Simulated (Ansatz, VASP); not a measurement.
**MgO (de600) in VASP and in Ansatz**

The input INCAR:

```
SYSTEM = MgO
  ALGO = Normal
  EDIFF = 1E-6
  EDIFFG = -0.002
  ENCUT = 600
  GGA = CA
  IBRION = 2
  ISIF = 3
  ISMEAR = 0
  LASPH = .True.
  LCHARG = .False.
  LREAL = .False.
  LWAVE = .False.
  NELM = 60
  NSW = 100
  PREC = Accurate
  SIGMA = 0.02
```

File KPOINTS:

```
k-points
0
Gamma
  8 8 8
  0 0 0
```

POSCAR

```
MgO
1.0
    0.0000000000      2.0805909286      2.0805909286
    2.0805909286      0.0000000000      2.0805909286
    2.0805909286      2.0805909286      0.0000000000
Mg O
1 1
Direct
    0.0000000000      0.0000000000      0.0000000000
    0.5000000000      0.5000000000      0.5000000000
```

Input for Ansatz:

```yaml
crystal:
  lattice:
    - [0.0, 2.0805909286, 2.0805909286]
    - [2.0805909286, 0.0, 2.0805909286]
    - [2.0805909286, 2.0805909286, 0.0]
  atoms:
    - { symbol: Mg, position: [0.0, 0.0, 0.0] }
    - { symbol: O, position: [0.5, 0.5, 0.5] }
basis:
  ecutwfc: 600.0
kpoints:
  mp_grid: { grid: [8, 8, 8] }
hamiltonian:
  xc: lda
  pseudopotentials: { kind: paw, azcp: { folder: soft_1 } }
scf:
  occupations: { method: gaussian, width: 0.02 }
output:
  forces: true
  stress: true
  eigenvalues: true
relax:
  adjacent_minimum: "off"
  f_tol: 0.002
  max_steps: 80
  cell: { stress_tol: 0.02 }
```

Alike in both runs: task relaxation of cell and atoms; functional LDA; k mesh 8 × 8 × 8; occupations gaussian, width 0.02 eV; no spin polarisation.

```csv
,VASP,Ansatz
version,VASP 6.6.1,Ansatz 0.2.0
potentials or method,"VASP PAW LDA potentials, release 64 (Mg, O)","scalar-relativistic, plane waves, PAW"
plane-wave cutoff (eV),600,600
valence electrons in the cell,8,16
```

|  | VASP | Ansatz | Ansatz less VASP |
| --- | --- | --- | --- |
| gap on the k mesh at the Fermi level, each at its own relaxed structure (eV) | 5.15 | 5.03 | -0.125 |
| relaxed volume (Å³/atom) | 8.89 | 9.00 | +0.112 |
| relaxed cell length with the largest relative difference (Å) | 2.930 | 2.942 | +0.0122 |

The two sets of potentials don't hold the same shells in valence. Ansatz warned: «pseudo_functional_mismatch».

LDA usually gives volumes a few per cent too small. Zero-point motion and thermal expansion aren't in these numbers.
